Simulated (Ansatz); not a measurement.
# CdSe (Cadmoselite) (P6_3mc) in Ansatz: notebook, part 2 of 2

Ansatz 0.2.0. The steps go on from the part before.

## 3. Elastic constants, LDA

File input.yaml:

```yaml
crystal:
  lattice:
    - [4.3, 0.0, 0.0]
    - [-2.15, 3.7239092363, 0.0]
    - [0.0, 0.0, 7.02]
  atoms:
    - { symbol: Cd, position: [0.6666666667, 0.3333333333, 0.5] }
    - { symbol: Cd, position: [0.3333333333, 0.6666666667, 0.0] }
    - { symbol: Se, position: [0.6666666667, 0.3333333333, 0.885] }
    - { symbol: Se, position: [0.3333333333, 0.6666666667, 0.385] }
hamiltonian:
  xc: lda
  pseudopotentials: { kind: paw }
kpoints:
  mp_grid: { grid: [5, 5, 3] }
scf:
  occupations: { method: fixed }
output:
  forces: true
  stress: true
elastic:
  mode: relaxed_ion
  stencil: two_point
```

Potentials or basis: Ansatz PAW.

On the command line:

```console
> ansatz run input.yaml --threads 2 --pin off --max-ram 5632MiB --backend cpu --events-out ev --progress --plain --runs-dir out
```

The program printed:

```text
Warning: RAYON_NUM_THREADS=2 ignored (pool sized by the plan → 2); use --threads N
Engine: ansatz 0.2.0, x86_64-unknown-linux-gnu
Pseudopotentials: kind: paw
Pseudopotential: Cd, paw, valence charge 20, recommended cutoff 420 eV (normal), Cd.paw.azcp
Pseudopotential: Se, paw, valence charge 16, recommended cutoff 420 eV (normal), Se.paw.azcp
Functional definition: SPW92
  exchange = slater_x
  correlation = pw_c
Crystal: 4 atoms, lattice volume = 112.410 Å³
Basis set: ecut = 420 eV, 2189 PW (Γ)
Bands: 44, of which v1, the nominal top of the filled ones, is band 36 counted from 1 (35 counted from 0)
Symmetry: 12 space group operations
Space group: P63mc (ITA 186), of the structure as read, at distance tolerance 4.8e-5 Å
k-points: 10 of 75 (time reversal used)
Non-local potential: Cd, projectors of the file, l = 0: 3, l = 1: 2, l = 2: 2, l = 3: 1
Non-local potential: Se, projectors of the file, l = 0: 2, l = 1: 2, l = 2: 3, l = 3: 1
PAW form: soft (Blöchl's): semilocal exchange-correlation on the pseudo side does not see the compensation charge
PAW frozen core: Cd, regenerated for the run's functional, and the local potential with it (the file was generated under x = pbe(κ = 0.804, μ = 0.2195149727645171), c = pbe(β = 0.06672455060314922))
PAW frozen core: Se, regenerated for the run's functional, and the local potential with it (the file was generated under x = pbe(κ = 0.804, μ = 0.2195149727645171), c = pbe(β = 0.06672455060314922))
PAW one-centre angular grid: Cd, 590 points (default); XC on 64 Gauss nodes
PAW one-centre angular grid: Se, 590 points (default); XC on 64 Gauss nodes
Initial density: superposition of atomic densities (neutral atoms: chi_scale 0, normalization atom), corrected by the library's trained network
Initial wavefunctions: pseudopotential atomic-orbital guess
Functional: x = slater, c = lda
SCF iter   1: F=—  HF=-27004.420158 eV  |F-HF|=—  |Δ(HF+E_count)|=         —  Δρ=7.03e-3  dr2=4.14e-2  ethr=1.77e-3  ⟨swp⟩=4.9  Hψ=1346  notcnv=0  defer=58
preconditioner: auto → Resta (q_TF=auto, 2.533 Å⁻¹)  ε∞=4.1  [insulator: Δε(μ)=0.375 eV  Ē_g=11.944 eV  n_scr=34 (ndim 8)  ℏωp=21.0 eV  f_vac=0.201  ε∞_Penn≈4.1]
SCF iter   2: F=—  HF=-27004.408684 eV  |F-HF|=—  |Δ(HF+E_count)|=   1.15e-2  Δρ=2.82e-3  dr2=6.93e-3  ethr=5.75e-5  ⟨swp⟩=2.0  Hψ=700  notcnv=0  defer=60
SCF iter   3: F=—  HF=-27004.407276 eV  |F-HF|=—  |Δ(HF+E_count)|=   1.41e-3  Δρ=1.02e-3  dr2=9.67e-4  ethr=9.63e-6  ⟨swp⟩=2.0  Hψ=469  notcnv=0  defer=60
SCF iter   4: F=—  HF=-27004.407199 eV  |F-HF|=—  |Δ(HF+E_count)|=   7.73e-5  Δρ=1.59e-4  dr2=3.23e-5  ethr=1.34e-6  ⟨swp⟩=2.0  Hψ=468  notcnv=0  defer=60
SCF iter   5: F=—  HF=-27004.407191 eV  |F-HF|=—  |Δ(HF+E_count)|=   7.75e-6  Δρ=2.99e-5  dr2=1.73e-6  ethr=4.49e-8  ⟨swp⟩=2.0  Hψ=445  notcnv=0  defer=32
SCF iter   6: F=—  HF=-27004.407232 eV  |F-HF|=—  |Δ(HF+E_count)|=   4.05e-5  Δρ=8.76e-6  dr2=1.17e-7  ethr=2.41e-9  ⟨swp⟩=2.3  Hψ=686  notcnv=0  defer=32
SCF iter   7: F=—  HF=-27004.407232 eV  |F-HF|=—  |Δ(HF+E_count)|=   2.22e-8  Δρ=4.30e-6  dr2=2.87e-8  ethr=1.63e-10  ⟨swp⟩=2.0  Hψ=688  notcnv=0  defer=32
SCF iter   8: F=—  HF=-27004.407232 eV  |F-HF|=—  |Δ(HF+E_count)|=   2.92e-9  Δρ=1.09e-6  dr2=1.80e-9  ethr=3.98e-11  ⟨swp⟩=2.0  Hψ=688  notcnv=0  defer=32
SCF iter   9: F=—  HF=-27004.407232 eV  |F-HF|=—  |Δ(HF+E_count)|=   1.05e-9  Δρ=3.11e-7  dr2=1.35e-10  ethr=2.50e-12  ⟨swp⟩=2.1  Hψ=674  notcnv=0  defer=32
SCF iter  10: F=—  HF=-27004.407232 eV  |F-HF|=—  |Δ(HF+E_count)|=  4.00e-11  Δρ=5.11e-8  dr2=4.76e-12  ethr=1.87e-13 (applied; sched 1.00e-12)  ⟨swp⟩=2.0  Hψ=548  notcnv=0  defer=32
[... 341 lines left out ...]
  max |Σ_I F_I| component: 7.73e-6 eV/Å
--- Stress (GPa, compression-positive) ---
       -1.858942       0.000000       0.000000
       -0.000000      -1.858942       0.000000
        0.000000       0.000000      -1.902982
  P = ⅓ Tr σ = -1.8736 GPa (-18.736 kbar)
--- Band table (eV; the first three rows and the last of 10) ---
  k-point 0: bands = ["-94.2517", "-94.2517", "-55.3992", "-55.3989", "-55.3988", "-55.3988", "-55.3987", "-55.3987", "-39.7036", "-39.7035", "-39.7020", "-39.7020", "-39.7020", "-39.7020", "-39.6986", "-39.6986", "-39.6986", "-39.6986", "-5.5064", "-5.1197", "-0.7559", "-0.7474", "-0.7474", "-0.6788", "-0.6788", "-0.4131", "-0.4131", "-0.3491", "-0.3491", "-0.0877", "2.6981", "6.4028", "6.4028", "7.1233", "7.1805", "7.1805", "7.5630", "9.1685", "12.9087", "12.9087", "13.1843", "14.0886", "14.0886", "14.6313"]
  k-point 1: bands = ["-94.2517", "-94.2517", "-55.3991", "-55.3989", "-55.3988", "-55.3988", "-55.3987", "-55.3987", "-39.7036", "-39.7036", "-39.7020", "-39.7020", "-39.7020", "-39.7020", "-39.6986", "-39.6986", "-39.6986", "-39.6986", "-5.4095", "-5.2156", "-0.7339", "-0.7339", "-0.6996", "-0.6996", "-0.6796", "-0.3940", "-0.3940", "-0.3847", "-0.3619", "-0.3619", "3.5801", "5.3655", "6.5839", "6.5839", "6.9715", "6.9715", "9.0196", "9.3143", "12.6287", "13.0816", "13.0816", "13.5346", "13.6370", "13.6370"]
  k-point 2: bands = ["-94.2517", "-94.2517", "-55.3991", "-55.3989", "-55.3989", "-55.3988", "-55.3988", "-55.3987", "-39.7036", "-39.7035", "-39.7020", "-39.7020", "-39.7020", "-39.7020", "-39.6986", "-39.6986", "-39.6986", "-39.6985", "-5.3885", "-5.0680", "-0.7199", "-0.7083", "-0.6598", "-0.6216", "-0.6216", "-0.4342", "-0.4098", "-0.3817", "-0.3410", "-0.0198", "2.9218", "5.0186", "5.3877", "5.9639", "6.8179", "6.9078", "9.2330", "10.3445", "12.1693", "13.1274", "13.3795", "14.0733", "14.1501", "14.9501"]
  k-point 9: bands = ["-94.2517", "-94.2517", "-55.3991", "-55.3990", "-55.3989", "-55.3989", "-55.3989", "-55.3988", "-39.7036", "-39.7035", "-39.7021", "-39.7021", "-39.7020", "-39.7020", "-39.6986", "-39.6986", "-39.6985", "-39.6985", "-5.0598", "-5.0214", "-0.6408", "-0.6212", "-0.5843", "-0.5483", "-0.4434", "-0.4205", "-0.3821", "-0.3685", "-0.0287", "0.0255", "2.9116", "3.1059", "4.6740", "5.3388", "5.5942", "6.0318", "10.4816", "11.1021", "12.3590", "12.3663", "13.1068", "14.1880", "15.2160", "15.6112"]
--- Elastic constants: 3 strain directions × 2 members + reference (group order 12) ---
  dense FFT box of the reference and of every strained cell: 30×30×48
  strains applied: 11, 33, 23; error gains: componentwise 1.00 (the most a stress slope's error grows in a printed constant), spectral 1.41 (1 for all six strains in a standard setting)
  reference relaxed by the batch: 5 steps; max|allowed force component| 2.57e-1 eV/Å at the deck's positions, 4.84e-5 at the last accepted step, 4.85e-5 by the solve of record
  largest displacement 3.3e-2 Å; the constants are those of the deck's cell at these positions:
  atoms:
    - { symbol: Cd, position: [0.6666666666666666, 0.3333333333333333, 0.5047227440479811] }
    - { symbol: Cd, position: [0.3333333333333333, 0.6666666666666666, 0.004722744047981147] }
    - { symbol: Se, position: [0.6666666666666666, 0.3333333333333333, 0.8802772559520189] }
    - { symbol: Se, position: [0.3333333333333333, 0.6666666666666666, 0.3802772559520189] }
  C = ∂σ_k/∂η_j (tension-positive GPa; Voigt order 11 22 33 23 13 12):
        73.097     39.806     32.639     -0.000      0.000      0.000
        39.806     73.097     32.639      0.000      0.000     -0.000
        32.645     32.645     82.203      0.000      0.000      0.000
        -0.000      0.000     -0.000     14.584      0.000      0.000
        -0.000      0.000     -0.000      0.000     14.584      0.000
        -0.000      0.000     -0.000      0.000      0.000     16.646
  reference stress σ⁰ (GPa):      1.859      1.859      1.903     -0.000     -0.000      0.000
  C* (energy form; C + prestress term) asymmetry max|C*_kj − C*_jk| = 5.011e-2 GPa — a small one proves nothing (zero by symmetry where the batch's group is 432, −43m or m−3m); a large one is finite-difference/SCF noise where every solve meets its electron count
  moduli (Voigt/Reuss/Hill, GPa): K = 48.73/48.72/48.73   G = 17.38/16.77/17.08   E = 45.87   ν = 0.343
  mechanically stable: yes (min eigenvalue of sym C = 14.58 GPa)
  strain η (Voigt 11):  stress-route row diagonal C_11 = 73.10 GPa, energy-path curvature d²(F+E_count+ΔE)/dδ²/Ω₀ = 73.15 GPa
         δ    σ_11 (GPa)             F (eV)   n_scf  n_hpsi   n_pw
    -2.000e-3       1.7122      -27004.4275815       2    5341   2202   relax 4 steps, max|allowed force component| 5.45e-6 eV/Å
     2.000e-3       2.0045      -27004.4223795       2    5312   2214   relax 3 steps, max|allowed force component| 4.69e-6 eV/Å
  strain η (Voigt 33):  stress-route row diagonal C_33 = 82.20 GPa, energy-path curvature d²(F+E_count+ΔE)/dδ²/Ω₀ = 82.37 GPa
         δ    σ_33 (GPa)             F (eV)   n_scf  n_hpsi   n_pw
    -2.000e-3       1.7386      -27004.4276427       2    3011   2204   relax 3 steps, max|allowed force component| 1.21e-6 eV/Å
     2.000e-3       2.0674      -27004.4223074       2    2943   2216   relax 3 steps, max|allowed force component| 1.57e-6 eV/Å
  strain η (Voigt 23):  stress-route row diagonal C_44 = 14.58 GPa, energy-path curvature d²(F+E_count+ΔE)/dδ²/Ω₀ = 13.73 GPa
         δ    σ_23 (GPa)             F (eV)   n_scf  n_hpsi   n_pw
    -2.000e-3      -0.0292      -27004.4250660       2    7118   2210   relax 3 steps, max|allowed force component| 2.35e-6 eV/Å
     2.000e-3       0.0292      -27004.4250660       2    7079   2210   relax 2 steps, max|allowed force component| 3.34e-5 eV/Å
```

elastic_members.tsv:

```text
# convention: tension-positive GPa; Voigt order 11 22 33 23 13 12; engineering shear strains; stresses and constants hold the Pulay correction, whose part of sigma0, of c and of each member's stress the lines and columns named pulay_correction_..._gpa give (of c_energy it is that of c and, on the columns of strains 1 to 3, that of sigma0; of a layer's constants it is that of c in the plane, times a tenth of its plane spacing in ang); where a line pulay_correction_withheld stands none holds it
[... 13 lines left out ...]
3	2.0000000000e-3	1.8588172365e0	1.8589399337e0	1.9032654981e0	2.9167416371e-2	3.8215834520e-16	-8.5517134282e-16	-2.7004425066e4	-2.7004425066e4	2	7079	2210	2	3.3428864501e-5	0.0000000000e0	-2.3855764837e-2	-2.3842616521e-2	-2.3963636168e-2	1.6408377019e-5	-5.3106998822e-18	-2.6802653827e-18	-1.1986612592e-5	0.0000000000e0
```

Wall time 2.4 min (2 threads of Intel Xeon at 2.50GHz (Skylake/Cascade Lake), shared host); peak memory 0.45 GiB.

What came out:

| Quantity | Value |
| --- | --- |
| Free energy | -27004.4251 eV |
| Pressure | -1.9 GPa |
| Band gap on the k mesh | 0.38 eV, direct |
| Voigt bulk modulus | 49 GPa |

Elastic tensor in Voigt notation (GPa, in the Cartesian axes of the cell as first typed):
```
73 40 33  0  0  0
40 73 33  0  0  0
33 33 82  0  0  0
 0  0  0 15  0  0
 0  0  0  0 15  0
 0  0  0  0  0 17
```

Caveat: odd divisions of the mesh miss points on the zone boundary, where band edges often lie, so the gap on the mesh can be too wide; the PAW data sets come from PBE, with cores solved anew for the run's functional, which leaves a small shift of forces and pressure.

## 4. How close it comes

Step 3. A measured gap of CdSe is 1.841 eV (2 K; a printed reference work, data compilation); the calculated 0.38 eV misses it by -1.46 eV. So large a miss can be the level of theory's own, or it may mean another phase, state or a wrong row. Spin-orbit coupling on Cd, Se is left out. The value is that of LDA, without temperature or zero-point motion. Semilocal functionals fall short of measured gaps as a rule.
